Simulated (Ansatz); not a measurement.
The system is Br.

```
Br
1.0
    -1.42349    1.42349    3.57752
     1.42349   -1.42349    3.57752
     1.42349    1.42349   -3.57752
Br
1
Direct
  0.00000 0.00000 0.00000
```

* Program: Ansatz 0.2.0
* Task: relaxation of cell and atoms
* Functional: PBE
* Potentials or basis: Ansatz PAW
* Cutoff: 420 eV (not typed: the program's choice for these potentials)
* k mesh: 13 × 13 × 13
* Occupations: fermi-dirac, width 0.05 eV
* Spin: no spin polarisation

At the start: volume 29.00 Å³/atom.

Problem. How do energy, volume and symmetry change on relaxing?

Solution. It ends after 12 steps and the volume is 37.03 Å³/atom (+27.7 %); space group I4/mmm (No. 139, to 0.05 Å).

The path:
```csv
step,energy change (eV),largest force (eV/Å),volume (Å³)
1,0.0000,0.0000,29.00
2,-0.0099,0.0000,30.50
3,-0.0171,0.0000,32.05
4,-0.0209,0.0000,33.37
5,-0.0215,0.0000,33.89
6,-0.0215,0.0000,34.09
7,-0.0229,0.0000,34.09
8,-0.0237,0.0000,34.84
9,-0.0244,0.0000,36.29
10,-0.0244,0.0000,36.91
11,-0.0244,0.0000,37.03
12,-0.0245,0.0000,37.03
```

Final structure:
```
CELL_PARAMETERS angstrom
-1.43506 1.43506 4.49521
1.43506 -1.43506 4.49521
1.43506 1.43506 -4.49521
ATOMIC_POSITIONS crystal
Br 0.00000 0.00000 0.00000
```

Caveat: the volume moved by over 15 % at a fixed basis, so the end points are rough; the plane-wave basis is chosen anew once the cell has moved, so the energies of steps on either side of that aren't comparable; an odd number of electrons without spin polarisation forces a metal; a magnetic or distorted state may lie lower.
